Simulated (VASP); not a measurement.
# PbTe in VASP: one cell, several levels of theory, part 2 of 3

The system is PbTe in the zincblende structure, a generated structure that needn't be the ground state.

VASP 6.6.1, plane waves, PAW.

## Step 4: Single point with LDA

File INCAR:

```
ENCUT = 520.000000
SIGMA = 0.010000
EDIFF = 1.00e-07
GGA = CA
PREC = Accurate
IBRION = -1
ISIF = 2
ISMEAR = 0
NBANDS = 17
NELM = 120
NSW = 0
LASPH = .TRUE.
LCHARG = .TRUE.
LELF = .TRUE.
LWAVE = .FALSE.
LREAL = .FALSE.
```

File KPOINTS:

```
KPOINTS created by Atomic Simulation Environment
0
Gamma
6 6 6
0 0 0
```

File KPOINTS_OPT:

```
special points
6
Reciprocal
0.0000000000 0.0000000000 0.0000000000 1
0.5000000000 0.0000000000 0.5000000000 1
0.5000000000 0.2500000000 0.7500000000 1
0.3750000000 0.3750000000 0.7500000000 1
0.5000000000 0.5000000000 0.5000000000 1
0.6250000000 0.2500000000 0.6250000000 1
```

File POSCAR:

```
Pb Te
 1.0000000000000000
     0.0000000000000000    3.6414940559225757    3.6414940559225757
     3.6414940559225757   -0.0000000000000000    3.6414940559225757
     3.6414940559225757    3.6414940559225757   -0.0000000000000000
 Pb  Te
   1   1
Cartesian
 -0.0000000000000000 -0.0000000000000000  0.0000000000000000
  1.8207470279612878  1.8207470279612878  1.8207470279612878
```

Potentials: the recommended LDA PAW datasets, 20 valence electrons in the neutral cell.

Launch:

```sh
$ mpirun -np 1 vasp_std
```

Printed to the terminal (iteration lines stand in OSZICAR):

```text
POSCAR found type information on POSCAR PbTe
 POSCAR found :  2 types and       2 ions
 LDA part: xc-table for (Slater(with rela. corr.)+CA(PZ))
 , standard interpolation
 POSCAR, INCAR and KPOINTS ok, starting setup
 FFT: planning ... GRIDC
 FFT: planning ... GRID_SOFT
 FFT: planning ... GRID
 WAVECAR not read
 entering main loop
 Start KPOINTS_OPT (optional k-point list driver)
k-point batch [1-6\6]
```

OSZICAR:

```text
N       E                     dE             d eps       ncg     rms          rms(c)
DAV:   1     0.154940416359E+03    0.15494E+03   -0.86549E+03   544   0.104E+03
DAV:   2     0.346510106063E+01   -0.15148E+03   -0.14691E+03   578   0.276E+02
DAV:   3    -0.798288548480E+01   -0.11448E+02   -0.11404E+02   753   0.845E+01
DAV:   4    -0.830945206505E+01   -0.32657E+00   -0.32645E+00   671   0.178E+01
DAV:   5    -0.832034506704E+01   -0.10893E-01   -0.10893E-01   769   0.262E+00    0.337E+00
DAV:   6    -0.811392615503E+01    0.20642E+00   -0.50895E-01   748   0.394E+00    0.212E+00
DAV:   7    -0.810211182686E+01    0.11814E-01   -0.94001E-02   578   0.119E+00    0.974E-01
DAV:   8    -0.810052843489E+01    0.15834E-02   -0.96274E-03   660   0.816E-01    0.173E-01
DAV:   9    -0.810039899857E+01    0.12944E-03   -0.24178E-03   709   0.320E-01    0.437E-02
DAV:  10    -0.810042917686E+01   -0.30178E-04   -0.25748E-04   618   0.890E-02    0.323E-02
DAV:  11    -0.810046182075E+01   -0.32644E-04   -0.52109E-05   586   0.329E-02    0.180E-02
DAV:  12    -0.810046133752E+01    0.48323E-06   -0.46963E-06   675   0.148E-02    0.105E-02
DAV:  13    -0.810046154387E+01   -0.20634E-06   -0.49093E-07   596   0.363E-03    0.273E-03
DAV:  14    -0.810046151439E+01    0.29476E-07   -0.14339E-07   431   0.369E-03
   1 F= -.81004615E+01 E0= -.81004615E+01  d E =-.400418E-44
       N       E                     dE             ncg
DAV:   1     0.799445468966E+03   -0.28099E+04      204
DAV:   2    -0.626685870849E+02   -0.86211E+03      220
DAV:   3    -0.128494565803E+03   -0.65826E+02      261
DAV:   4    -0.130524860538E+03   -0.20303E+01      256
DAV:   5    -0.130631292285E+03   -0.10643E+00      300
DAV:   6    -0.130634447331E+03   -0.31550E-02      286
DAV:   7    -0.130634482166E+03   -0.34834E-04      305
DAV:   8    -0.130634482740E+03   -0.57417E-06      279
DAV:   9    -0.130634482746E+03   -0.56320E-08      194
```

From OUTCAR:

```text
k-points           NKPTS =     16   k-points in BZ     NKDIM =     16   number of bands    NBANDS=     17

   NELECT =      20.0000    total number of electrons

   dimension x,y,z NGX =    40 NGY =   40 NGZ =   40
   dimension x,y,z NGXF=    80 NGYF=   80 NGZF=   80

  energy-cutoff  :      520.00
  volume of cell :       96.58
      direct lattice vectors                 reciprocal lattice vectors
     0.000000000  3.641494056  3.641494056    -0.137306279  0.137306279  0.137306279
     3.641494056  0.000000000  3.641494056     0.137306279 -0.137306279  0.137306279
     3.641494056  3.641494056  0.000000000     0.137306279  0.137306279 -0.137306279

 k-points in reciprocal lattice and weights: KPOINTS created by Atomic Simulation Env
   0.00000000  0.00000000  0.00000000       0.005
   0.16666667  0.00000000  0.00000000       0.037
   0.33333333  0.00000000  0.00000000       0.037
   0.50000000  0.00000000  0.00000000       0.019
   0.16666667  0.16666667  0.00000000       0.028
   0.33333333  0.16666667  0.00000000       0.111
   0.50000000  0.16666667  0.00000000       0.111
  -0.33333333  0.16666667  0.00000000       0.111
[... 8 more k-points ...]

 E-fermi :   2.4937

 k-point     1 :       0.0000    0.0000    0.0000
  band No.  band energies     occupation
      1     -14.3420      2.00000
      2     -14.3420      2.00000
      3     -14.3420      2.00000
      4     -14.3158      2.00000
      5     -14.3158      2.00000
      6      -8.8785      2.00000
      7      -3.7513      2.00000
      8       1.1057      2.00000
      9       1.1057      2.00000
     10       1.1057      2.00000
     11       4.0085      0.00000
     12       4.0085      0.00000
     13       4.0085      0.00000
     14       6.4227      0.00000
     15       9.5784      0.00000
     16       9.5784      0.00000
     17      10.3412      0.00000

 k-point     2 :       0.1667    0.0000    0.0000
  band No.  band energies     occupation
      1     -14.3444      2.00000
      2     -14.3407      2.00000
      3     -14.3407      2.00000
      4     -14.3158      2.00000
      5     -14.3158      2.00000
      6      -8.7379      2.00000
      7      -4.1484      2.00000
      8       0.9344      2.00000
      9       0.9344      2.00000
     10       1.0177      2.00000
     11       4.1788      0.00000
     12       4.2812      0.00000
     13       4.2812      0.00000
     14       7.3278      0.00000
     15       8.9675      0.00000
     16       8.9675      0.00000
     17       9.8099      0.00000

 k-point     3 :       0.3333    0.0000    0.0000
  band No.  band energies     occupation
      1     -14.3493      2.00000
      2     -14.3384      2.00000
      3     -14.3384      2.00000
      4     -14.3154      2.00000
      5     -14.3154      2.00000
      6      -8.3944      2.00000
      7      -4.9310      2.00000
      8       0.6589      2.00000
      9       0.6589      2.00000
     10       0.7201      2.00000
     11       4.6870      0.00000
     12       4.6870      0.00000
     13       5.2213      0.00000
     14       8.0521      0.00000
     15       9.0668      0.00000
     16       9.0668      0.00000
     17      10.0719      0.00000

 k-point     4 :       0.5000    0.0000    0.0000
  band No.  band energies     occupation
      1     -14.3517      2.00000
      2     -14.3374      2.00000
      3     -14.3374      2.00000
      4     -14.3151      2.00000
      5     -14.3151      2.00000
      6      -8.1701      2.00000
      7      -5.3489      2.00000
      8       0.5429      2.00000
      9       0.5429      2.00000
     10       0.5651      2.00000
     11       4.8191      0.00000
     12       4.8191      0.00000
     13       6.1645      0.00000
     14       8.1410      0.00000
     15       9.2293      0.00000
     16       9.7904      0.00000
     17       9.7904      0.00000

[... the tables of k-points 5 to 16 left out ...]

  Total       -1.0061648     -1.0061648     -1.0061648     -0.0000000     -0.0000000      0.0000000
  in kB      -16.6920966    -16.6920966    -16.6920966     -0.0000000     -0.0000000      0.0000000
  external PRESSURE =     -16.6920966 kB  Pullay stress =       0.0000000 kB

 POSITION                                       TOTAL-FORCE (eV/Angst)
 -----------------------------------------------------------------------------------
      0.00000      0.00000      0.00000        -0.000000     -0.000000     -0.000000
      1.82075      1.82075      1.82075         0.000000      0.000000      0.000000
 -----------------------------------------------------------------------------------
    total drift:                                0.000000      0.000000      0.000000

  FREE ENERGIE OF THE ION-ELECTRON SYSTEM (eV)
  ---------------------------------------------------
  free  energy   TOTEN  =        -8.1004615144 eV

  energy  without entropy=       -8.1004615144  energy(sigma->0) =       -8.10046151
```

Hardware: 1 MPI rank of Intel Xeon Platinum 8488C, shared host.

The levels at the points of KPOINTS_OPT are read from vasprun.xml.

Band energies at the special points (eV, zero at the top of v, the last band that the electrons fill by count):

```
point    v−1      v     c   c+1
    Γ  -1.45  -1.45  1.45  1.45
    X  -2.70  -0.62  0.44  4.31
    W  -2.89   0.00  1.73  2.58
    K  -2.50  -0.44  1.43  3.47
    L  -2.01  -1.99  2.26  2.26
    U  -2.50  -0.44  1.43  3.47
```

Gap with LDA: 0.44 eV, valence top at W, conduction bottom at X. Least direct gap: 1.07 eV. The pressure is -1.67 GPa; the forces vanish within 0.01 eV/Å.

Axes a, b and c in the maps are those of this run's conventional cell (a, b, c = 7.283, 7.283, 7.283 Å).

Density in a lattice plane of the grid's cell (edges 7.28 and 7.28 Å, at 0.000 of the third edge), which holds Pb.

Values in e/Å³, 12 rows by 12 columns:
```
3.28 1.30 0.18 0.05 0.02 0.01 0.01 0.01 0.02 0.05 0.18 1.31
0.28 0.18 0.09 0.06 0.04 0.02 0.02 0.02 0.04 0.06 0.09 0.18
0.04 0.05 0.06 0.06 0.06 0.05 0.04 0.05 0.06 0.06 0.06 0.05
0.02 0.02 0.04 0.06 0.09 0.18 0.28 0.18 0.09 0.06 0.04 0.02
0.01 0.01 0.02 0.05 0.18 1.30 3.28 1.31 0.18 0.05 0.02 0.01
0.01 0.01 0.02 0.04 0.28 3.28 8.34 3.28 0.28 0.04 0.02 0.01
0.01 0.01 0.02 0.05 0.18 1.31 3.28 1.30 0.18 0.05 0.02 0.01
0.02 0.02 0.04 0.06 0.09 0.18 0.28 0.18 0.09 0.06 0.04 0.02
0.04 0.05 0.06 0.06 0.06 0.05 0.04 0.05 0.06 0.06 0.06 0.05
0.28 0.18 0.09 0.06 0.04 0.02 0.02 0.02 0.04 0.06 0.09 0.18
3.28 1.31 0.18 0.05 0.02 0.01 0.01 0.01 0.02 0.05 0.18 1.30
8.34 3.28 0.28 0.04 0.02 0.01 0.01 0.01 0.02 0.04 0.28 3.28
```
Columns run along the first of these edges and rows up along the second, over one cell in 12 and 12 even steps from the bottom left corner. Atoms in the plane (fractional): Pb at (0.00, 0.00), Pb at (0.50, 0.50).

ELF in the same plane.

Values, 12 rows by 12 columns:
```
0.29 0.51 0.30 0.12 0.09 0.03 0.01 0.03 0.09 0.12 0.30 0.50
0.37 0.30 0.19 0.29 0.28 0.09 0.03 0.09 0.28 0.29 0.20 0.30
0.11 0.12 0.29 0.46 0.29 0.12 0.11 0.12 0.29 0.46 0.29 0.12
0.03 0.09 0.28 0.29 0.19 0.30 0.37 0.30 0.20 0.29 0.28 0.09
0.01 0.03 0.09 0.12 0.30 0.51 0.29 0.50 0.30 0.12 0.09 0.03
0.01 0.01 0.03 0.11 0.37 0.29 0.81 0.29 0.37 0.11 0.03 0.01
0.01 0.03 0.09 0.12 0.30 0.50 0.29 0.51 0.30 0.12 0.09 0.03
0.03 0.09 0.28 0.29 0.20 0.30 0.37 0.30 0.19 0.29 0.28 0.09
0.11 0.12 0.29 0.46 0.29 0.12 0.11 0.12 0.29 0.46 0.29 0.12
0.37 0.30 0.20 0.29 0.28 0.09 0.03 0.09 0.28 0.29 0.19 0.30
0.29 0.50 0.30 0.12 0.09 0.03 0.01 0.03 0.09 0.12 0.30 0.51
0.81 0.29 0.37 0.11 0.03 0.01 0.01 0.01 0.03 0.11 0.37 0.29
```
Columns run along the first of these edges and rows up along the second, over one cell in 12 and 12 even steps from the bottom left corner. Atoms in the plane (fractional): Pb at (0.00, 0.00), Pb at (0.50, 0.50).

Both are smooth fields of the valence electrons: close to the nuclei they are not physical.

The highest ELF values outside the cores: 0.86 in the shell around Te, 0.9 Å from Te.

## Step 5: PBEsol at this geometry

File INCAR:

```
ENCUT = 520.000000
SIGMA = 0.010000
EDIFF = 1.00e-07
GGA = PS
PREC = Accurate
IBRION = -1
ISIF = 2
ISMEAR = 0
NBANDS = 17
NELM = 120
NSW = 0
LASPH = .TRUE.
LCHARG = .FALSE.
LWAVE = .FALSE.
LREAL = .FALSE.
```

KPOINTS is that of step 4.

KPOINTS_OPT is that of step 4.

POSCAR is that of step 4.

The run uses the recommended PBE PAW datasets (20 valence electrons a neutral cell).

Launch:

```sh
$ mpirun -np 1 vasp_std
```

Standard output, without the iteration lines:

```text
POSCAR found type information on POSCAR PbTe
 POSCAR found :  2 types and       2 ions
 -----------------------------------------------------------------------------
|                                                                             |
|                                                                             |
|     You enforced a specific xc type in the INCAR file but a different       |
|     I HOPE YOU KNOW WHAT YOU ARE DOING!                                     |
|                                                                             |
 -----------------------------------------------------------------------------

 LDA part: xc-table for (Slater+PW92), standard interpolation
 POSCAR, INCAR and KPOINTS ok, starting setup
 FFT: planning ... GRIDC
 FFT: planning ... GRID_SOFT
 FFT: planning ... GRID
 WAVECAR not read
 entering main loop
 Start KPOINTS_OPT (optional k-point list driver)
k-point batch [1-6\6]
```

OSZICAR:

```text
N       E                     dE             d eps       ncg     rms          rms(c)
DAV:   1     0.154493082362E+03    0.15449E+03   -0.86613E+03   544   0.104E+03
DAV:   2     0.375323000831E+01   -0.15074E+03   -0.14617E+03   570   0.277E+02
DAV:   3    -0.757045576243E+01   -0.11324E+02   -0.11280E+02   753   0.842E+01
DAV:   4    -0.788775800791E+01   -0.31730E+00   -0.31719E+00   663   0.175E+01
DAV:   5    -0.789825540874E+01   -0.10497E-01   -0.10497E-01   767   0.259E+00    0.341E+00
DAV:   6    -0.769347252957E+01    0.20478E+00   -0.49813E-01   748   0.402E+00    0.210E+00
DAV:   7    -0.768534943824E+01    0.81231E-02   -0.10741E-01   577   0.129E+00    0.962E-01
DAV:   8    -0.768723034567E+01   -0.18809E-02   -0.11920E-02   609   0.930E-01    0.197E-01
DAV:   9    -0.768758293033E+01   -0.35258E-03   -0.27904E-03   608   0.371E-01    0.562E-02
DAV:  10    -0.768784623981E+01   -0.26331E-03   -0.51888E-04   597   0.130E-01    0.403E-02
DAV:  11    -0.768799502038E+01   -0.14878E-03   -0.25254E-04   575   0.688E-02    0.312E-02
DAV:  12    -0.768799627217E+01   -0.12518E-05   -0.83871E-06   703   0.186E-02    0.182E-02
DAV:  13    -0.768799823460E+01   -0.19624E-05   -0.37713E-06   559   0.800E-03    0.567E-03
DAV:  14    -0.768799834264E+01   -0.10804E-06   -0.41692E-07   656   0.593E-03    0.207E-03
DAV:  15    -0.768799844908E+01   -0.10643E-06   -0.12394E-07   442   0.250E-03    0.207E-03
DAV:  16    -0.768799849491E+01   -0.45832E-07   -0.17967E-08   443   0.107E-03
   1 F= -.76879985E+01 E0= -.76879985E+01  d E =-.838808E-13
       N       E                     dE             ncg
DAV:   1     0.809345744348E+03   -0.28000E+04      204
DAV:   2    -0.492042426867E+02   -0.85855E+03      220
DAV:   3    -0.114240054636E+03   -0.65036E+02      269
DAV:   4    -0.116123191800E+03   -0.18831E+01      256
DAV:   5    -0.116228635398E+03   -0.10544E+00      299
DAV:   6    -0.116230681669E+03   -0.20463E-02      279
DAV:   7    -0.116230713564E+03   -0.31895E-04      306
DAV:   8    -0.116230713920E+03   -0.35558E-06      294
DAV:   9    -0.116230713924E+03   -0.44545E-08      184
```

From OUTCAR:

```text
k-points           NKPTS =     16   k-points in BZ     NKDIM =     16   number of bands    NBANDS=     17

   NELECT =      20.0000    total number of electrons

   dimension x,y,z NGX =    40 NGY =   40 NGZ =   40
   dimension x,y,z NGXF=    80 NGYF=   80 NGZF=   80

  energy-cutoff  :      520.00
  volume of cell :       96.58
      direct lattice vectors                 reciprocal lattice vectors
     0.000000000  3.641494056  3.641494056    -0.137306279  0.137306279  0.137306279
     3.641494056  0.000000000  3.641494056     0.137306279 -0.137306279  0.137306279
     3.641494056  3.641494056  0.000000000     0.137306279  0.137306279 -0.137306279

 k-points in reciprocal lattice and weights: KPOINTS created by Atomic Simulation Env
   0.00000000  0.00000000  0.00000000       0.005
   0.16666667  0.00000000  0.00000000       0.037
   0.33333333  0.00000000  0.00000000       0.037
   0.50000000  0.00000000  0.00000000       0.019
   0.16666667  0.16666667  0.00000000       0.028
   0.33333333  0.16666667  0.00000000       0.111
   0.50000000  0.16666667  0.00000000       0.111
  -0.33333333  0.16666667  0.00000000       0.111
[... 8 more k-points ...]

 E-fermi :   2.5497

 k-point     1 :       0.0000    0.0000    0.0000
  band No.  band energies     occupation
      1     -14.2171      2.00000
      2     -14.2171      2.00000
      3     -14.2171      2.00000
      4     -14.1926      2.00000
      5     -14.1926      2.00000
      6      -8.7523      2.00000
      7      -3.6077      2.00000
      8       1.2028      2.00000
      9       1.2028      2.00000
     10       1.2028      2.00000
     11       4.1519      0.00000
     12       4.1519      0.00000
     13       4.1519      0.00000
     14       6.6264      0.00000
     15       9.6902      0.00000
     16       9.6902      0.00000
     17      10.5244      0.00000

 k-point     2 :       0.1667    0.0000    0.0000
  band No.  band energies     occupation
      1     -14.2195      2.00000
      2     -14.2158      2.00000
      3     -14.2158      2.00000
      4     -14.1925      2.00000
      5     -14.1925      2.00000
      6      -8.6111      2.00000
      7      -4.0107      2.00000
      8       1.0332      2.00000
      9       1.0332      2.00000
     10       1.1255      2.00000
     11       4.3333      0.00000
     12       4.4245      0.00000
     13       4.4245      0.00000
     14       7.5229      0.00000
     15       9.1010      0.00000
     16       9.1010      0.00000
     17      10.0053      0.00000

 k-point     3 :       0.3333    0.0000    0.0000
  band No.  band energies     occupation
      1     -14.2243      2.00000
      2     -14.2135      2.00000
      3     -14.2135      2.00000
      4     -14.1921      2.00000
      5     -14.1921      2.00000
      6      -8.2657      2.00000
      7      -4.8026      2.00000
      8       0.7596      2.00000
      9       0.7596      2.00000
     10       0.8439      2.00000
     11       4.8319      0.00000
     12       4.8319      0.00000
     13       5.3860      0.00000
     14       8.2526      0.00000
     15       9.2045      0.00000
     16       9.2045      0.00000
     17      10.2688      0.00000

 k-point     4 :       0.5000    0.0000    0.0000
  band No.  band energies     occupation
      1     -14.2267      2.00000
      2     -14.2125      2.00000
      3     -14.2125      2.00000
      4     -14.1918      2.00000
      5     -14.1918      2.00000
      6      -8.0396      2.00000
      7      -5.2249      2.00000
      8       0.6442      2.00000
      9       0.6442      2.00000
     10       0.6943      2.00000
     11       4.9648      0.00000
     12       4.9648      0.00000
     13       6.3415      0.00000
     14       8.3385      0.00000
     15       9.4076      0.00000
     16       9.9360      0.00000
     17       9.9360      0.00000

[... the tables of k-points 5 to 16 left out ...]

  Total       -0.5027808     -0.5027808     -0.5027808     -0.0000000      0.0000000      0.0000000
  in kB       -8.3410445     -8.3410445     -8.3410445     -0.0000000      0.0000000      0.0000000
  external PRESSURE =      -8.3410445 kB  Pullay stress =       0.0000000 kB

 POSITION                                       TOTAL-FORCE (eV/Angst)
 -----------------------------------------------------------------------------------
      0.00000      0.00000      0.00000        -0.000000     -0.000000      0.000000
      1.82075      1.82075      1.82075         0.000000      0.000000     -0.000000
 -----------------------------------------------------------------------------------
    total drift:                                0.000000      0.000000      0.000000

  FREE ENERGIE OF THE ION-ELECTRON SYSTEM (eV)
  ---------------------------------------------------
  free  energy   TOTEN  =        -7.6879984949 eV

  energy  without entropy=       -7.6879984949  energy(sigma->0) =       -7.68799849
```

Hardware: 1 MPI rank of Intel Xeon Platinum 8488C, shared host.

The levels at the points of KPOINTS_OPT are read from vasprun.xml.

Band energies at the special points (eV, zero at the top of v, the last band that the electrons fill by count):

```
point    v−1      v     c   c+1
    Γ  -1.46  -1.46  1.49  1.49
    X  -2.70  -0.62  0.52  4.37
    W  -2.88   0.00  1.80  2.64
    K  -2.50  -0.43  1.49  3.54
    L  -2.02  -1.97  2.30  2.30
    U  -2.50  -0.43  1.49  3.54
```

The PBEsol gap is 0.52 eV and indirect (W to X), with 1.14 eV as the least direct one. The pressure is -0.83 GPa; the forces vanish within 0.01 eV/Å.

(Part 2 of 3 ends here.)
